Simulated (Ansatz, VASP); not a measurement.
# Two plane-wave programs on BN

```
B N
1.0
     0.00000    1.81232    1.81232
     1.81232    0.00000    1.81232
     1.81232    1.81232    0.00000
B N
1 1
Direct
  0.00000 0.00000 0.00000
  0.25000 0.25000 0.25000
```

Alike in both runs: functional PBE; k mesh 8 × 8 × 8; occupations gaussian, width 0.1 eV; no spin polarisation.

Ansatz relaxed the structure, and its values are those at the end. VASP's run is a single point on that final structure, the one shown.

|  | VASP | Ansatz |
| --- | --- | --- |
| version | VASP 6.6.1 | Ansatz 0.2.0 |
| potentials or method | VASP PAW PBE potentials, release 64 (B, N) | scalar-relativistic, plane waves, PAW |
| plane-wave cutoff (eV) | 520 | 420 |
| valence electrons in the cell | 8 | 8 |

|  | VASP | Ansatz | Ansatz less VASP |
| --- | --- | --- | --- |
| gap on the k mesh at the Fermi level (eV) | 4.45 | 4.46 | +0.012 |
| least direct gap on the mesh (eV) | 8.78 | 8.79 | +0.011 |
| pressure (GPa) | 0.3 | 0.0 | -0.25 |

A k mesh can miss the band edges.
